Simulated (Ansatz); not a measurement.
# AlAs: the cost of one run

Computed with Ansatz 0.2.0 (DFT PBE, scalar-relativistic, plane waves, PAW, unless a step's input says otherwise).

3 further runs of the same task are left out: 3 set aside as unsound or not needed.

## 1. The system as given

The structure is cubic, space group F-43m (No. 216). The conventional cell has a = 5.728 Å, b = 5.728 Å, c = 5.728 Å, α = 90.00°, β = 90.00°, γ = 90.00°. Al (site symmetry -43m) has 4 As at 2.48 Å in its first shell of neighbours. As (site symmetry -43m) has 4 Al at 2.48 Å in its first shell of neighbours.

As a file:

```
Al As
1.0
     0.00000    2.86396    2.86396
     2.86396    0.00000    2.86396
     2.86396    2.86396    0.00000
Al As
1 1
Direct
  0.00000 0.00000 0.00000
  0.75000 0.75000 0.75000
```

It goes back to an entry of the Materials Project.

It is the result of an earlier relaxation at this level (volume 23.49 Å³/atom; gap on the mesh: 1.50 eV).

The host's static dielectric tensor, from an earlier linear-response run, has a mean of 11.56.

## 2. Host supercell without the defect

Contents of input.yaml:

```yaml
crystal:
  lattice:
    - [-8.5918684815, 0.0, 8.5918684815]
    - [-8.5918684815, -8.5918684815, 0.0]
    - [0.0, -8.5918684815, 8.5918684815]
  atoms:
    - { symbol: Al, position: [0.0, 0.0, 0.3333333333] }
    - { symbol: Al, position: [0.0, 0.6666666667, 0.3333333333] }
    - { symbol: Al, position: [0.0, 0.3333333333, 0.3333333333] }
    - { symbol: Al, position: [0.0, 0.0, 0.6666666667] }
    - { symbol: Al, position: [0.0, 0.6666666667, 0.6666666667] }
    - { symbol: Al, position: [0.0, 0.3333333333, 0.6666666667] }
    - { symbol: Al, position: [0.0, 1.0, 0.0] }
    - { symbol: Al, position: [0.0, 0.6666666667, 0.0] }
    - { symbol: Al, position: [0.0, 0.3333333333, 0.0] }
    - { symbol: Al, position: [0.3333333333, 0.0, 0.3333333333] }
    - { symbol: Al, position: [0.3333333333, 0.6666666667, 0.3333333333] }
    - { symbol: Al, position: [0.3333333333, 0.3333333333, 0.3333333333] }
    - { symbol: Al, position: [0.3333333333, 1.0, 0.6666666667] }
    - { symbol: Al, position: [0.3333333333, 0.6666666667, 0.6666666667] }
    - { symbol: Al, position: [0.3333333333, 0.3333333333, 0.6666666667] }
    - { symbol: Al, position: [0.3333333333, 0.0, 0.0] }
    - { symbol: Al, position: [0.3333333333, 0.6666666667, 0.0] }
    - { symbol: Al, position: [0.3333333333, 0.3333333333, 0.0] }
    - { symbol: Al, position: [0.6666666667, 1.0, 0.3333333333] }
    - { symbol: Al, position: [0.6666666667, 0.6666666667, 0.3333333333] }
    - { symbol: Al, position: [0.6666666667, 0.3333333333, 0.3333333333] }
    - { symbol: Al, position: [0.6666666667, 0.0, 0.6666666667] }
    - { symbol: Al, position: [0.6666666667, 0.6666666667, 0.6666666667] }
    - { symbol: Al, position: [0.6666666667, 0.3333333333, 0.6666666667] }
    - { symbol: Al, position: [0.6666666667, 0.0, 0.0] }
    - { symbol: Al, position: [0.6666666667, 0.6666666667, 0.0] }
    - { symbol: Al, position: [0.6666666667, 0.3333333333, 0.0] }
    - { symbol: As, position: [0.25, 0.9166666667, 0.25] }
    - { symbol: As, position: [0.25, 0.5833333333, 0.25] }
    - { symbol: As, position: [0.25, 0.25, 0.25] }
    - { symbol: As, position: [0.25, 0.9166666667, 0.5833333333] }
    - { symbol: As, position: [0.25, 0.5833333333, 0.5833333333] }
    - { symbol: As, position: [0.25, 0.25, 0.5833333333] }
    - { symbol: As, position: [0.25, 0.9166666667, 0.9166666667] }
    - { symbol: As, position: [0.25, 0.5833333333, 0.9166666667] }
    - { symbol: As, position: [0.25, 0.25, 0.9166666667] }
    - { symbol: As, position: [0.5833333333, 0.9166666667, 0.25] }
    - { symbol: As, position: [0.5833333333, 0.5833333333, 0.25] }
    - { symbol: As, position: [0.5833333333, 0.25, 0.25] }
    - { symbol: As, position: [0.5833333333, 0.9166666667, 0.5833333333] }
    - { symbol: As, position: [0.5833333333, 0.5833333333, 0.5833333333] }
    - { symbol: As, position: [0.5833333333, 0.25, 0.5833333333] }
    - { symbol: As, position: [0.5833333333, 0.9166666667, 0.9166666667] }
    - { symbol: As, position: [0.5833333333, 0.5833333333, 0.9166666667] }
    - { symbol: As, position: [0.5833333333, 0.25, 0.9166666667] }
    - { symbol: As, position: [0.9166666667, 0.9166666667, 0.25] }
    - { symbol: As, position: [0.9166666667, 0.5833333333, 0.25] }
    - { symbol: As, position: [0.9166666667, 0.25, 0.25] }
    - { symbol: As, position: [0.9166666667, 0.9166666667, 0.5833333333] }
    - { symbol: As, position: [0.9166666667, 0.5833333333, 0.5833333333] }
    - { symbol: As, position: [0.9166666667, 0.25, 0.5833333333] }
    - { symbol: As, position: [0.9166666667, 0.9166666667, 0.9166666667] }
    - { symbol: As, position: [0.9166666667, 0.5833333333, 0.9166666667] }
    - { symbol: As, position: [0.9166666667, 0.25, 0.9166666667] }
basis:
  ecutwfc: 420
  xc_grid: 2
kpoints:
  mp_grid: { grid: [1, 1, 1], shift: [0.0, 0.0, 0.0] }
hamiltonian:
  xc: pbe
scf:
  occupations: { method: gaussian, width: 0.01 }
output:
  forces: true
  stress: true
  eigenvalues: true
```

Command:

```bash
$ ansatz run input.yaml --threads 4 --pin off --max-ram 10240MiB --backend cpu --events-out ev --progress --plain --runs-dir out
```

**Question.** How long does this run take on 4 threads of Intel Xeon Platinum 8259CL at 2.50GHz (Skylake/Cascade Lake), shared host, and how much memory does it need?

About 7 s, with a peak of 1.6 GiB.
